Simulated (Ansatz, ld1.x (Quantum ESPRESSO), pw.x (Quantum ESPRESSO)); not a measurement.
Tc (Z = 43): does the TM potential hold in the solid?

ld1.x (Quantum ESPRESSO) 7.5 input, shortened:

```
&input
   title='Tc', zed=43., rel=1, dft='PBE', iswitch=3,
   config='[Kr] 4d5 5s2 5p0'
 /
 &inputp
   pseudotype=2, tm=.true., lloc=0,
   nlcc=.true., rcore=1.30
 /
3
5P  2  1   0.00   0.00  3.66  3.66  0.0
4D  3  2   5.00   0.00  2.15  2.15  0.0
5S  1  0   2.00   0.00  2.40  2.40  0.0
 &test
   configts(1)='4d5 5s2 5p0'
 /
```

Atomic tests: cutoffs needed: 40 Ry and 45 Ry (the cutoffs (Ry, on a coarse ladder) from which the occupation-weighted sum of valence levels, in a spherical-Bessel basis at the reference potential, stays within 10 and 1 mRy of its value at 400 Ry); ghost test: no extra level below or beside the all-electron valence levels (p, d, s, f tested) (spherical-Bessel basis up to 400 Ry, 20 bohr box); largest excitation error: -245 meV (all-electron minus pseudo) for 4d4 5s0 5p0, out of 7 test configurations.

Crystal test: diamond Tc in pw.x 7.5, no spin, 8³ k-points, Fermi–Dirac smearing 0.01 Ry, cutoffs 55/220 Ry. The reference is all-electron LAPW (Ansatz 0.2.0) with the same functional, mesh and smearing; V0 and B0 come from Birch–Murnaghan fits to the pressures at five volumes. Errors are pseudo minus all-electron; Δ is the rms difference of the E(V) curves that follow from these fits, minima aligned, over ±6 % about the mean V0. Mesh and smearing are coarse, so the numbers serve the comparison and aren't converged zero-temperature values; the lattice is a test structure that the element need not adopt.

```tsv
V (Å³/atom)	P all-electron (GPa)	P pseudo (GPa)
20.207	8.57	19.82
20.739	3.99	14.37
21.271	-0.01	9.59
21.803	-3.52	5.38
22.335	-6.58	1.66
```

All-electron: a0 = 5.541 Å (V0 = 21.27 Å³/atom), B0 = 149.7 GPa.

Pseudopotential: mean pressure error (GPa): +9.67. The pressure does not cross zero within the volumes sampled, so no fit is given. The largest radius (3.66 bohr) exceeds half the bond length (2.27 bohr), so the spheres overlap, which is one possible source of error among others. This is a poor potential for the solid.

Question: At the middle volume, how do free energy and pressure move when the wave cutoff is lowered (ecutrho kept at four times it)?

Answer:

```json
{"cutoff (Ry)": "25", "shift of F (meV/atom)": "+3792.8", "shift of P (GPa)": "-112.92"}
{"cutoff (Ry)": "33", "shift of F (meV/atom)": "+480.2", "shift of P (GPa)": "-24.29"}
{"cutoff (Ry)": "44", "shift of F (meV/atom)": "+7.5", "shift of P (GPa)": "-0.78"}
```

The run at the middle volume (29 k-points, 9 iterations) took about 12 s on one core of a shared host (Neoverse-V1, 32 threads, 247 GiB, load 14).
